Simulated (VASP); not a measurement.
The system is In.

```
In
1.0
    -1.66584    1.66584    2.48335
     1.66584   -1.66584    2.48335
     1.66584    1.66584   -2.48335
In
1
Direct
  0.00000 0.00000 0.00000
```

Base run:

```yaml
Program: VASP 6.6.1
Functional: PBEsol
Potentials_or_basis: VASP PAW PBE potentials, release 64 (In_d)
Cutoff: 300 eV
k_mesh: 19 × 19 × 19
Occupations: methfessel-paxton, width 0.1 eV
Spin: no spin polarisation
```

Its results: band gap on the k mesh none (metal or under the smearing width); pressure -3.2 GPa.

Q: The run is repeated on the same cell with these changes: cutoff from 300 eV to 450 eV. What comes out?

A: Band gap on the k mesh none (metal or under the smearing width); pressure -2.7 GPa.

Caveats: the PAW data sets were made with another functional, which shifts forces and pressure a little.
